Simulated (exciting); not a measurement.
Crystal: LiCl.

```
Cl Li
1.0
     0.00000    2.56477    2.56477
     2.56477    0.00000    2.56477
     2.56477    2.56477    0.00000
Cl Li
1 1
Direct
  0.50000 0.50000 0.50000
  0.00000 0.00000 0.00000
```

Base run:

| Property | Result |
| --- | --- |
| Program | exciting (release sodium) |
| Functional | PBE |
| Potentials or basis | all-electron LAPW+lo, shipped species files, valence relativity zora |
| rgkmax | 7 |
| k mesh | 9 × 9 × 9 |
| Occupations | fermi-dirac, width 0.05 eV |
| Spin | no spin polarisation |

Its results: band gap on the k mesh 6.34 eV, direct.

Q: After a change of settings the same cell gave: band gap on the k mesh 6.59 eV, direct. Which change was it?
A. functional from PBE to PBEsol
B. functional from PBE to LDA
C. functional from PBE to RPBE

A: C.

Caveats: an odd mesh through Γ misses points on the zone boundary, where band edges often lie (some runs).

Not every run made on this cell is shown here.
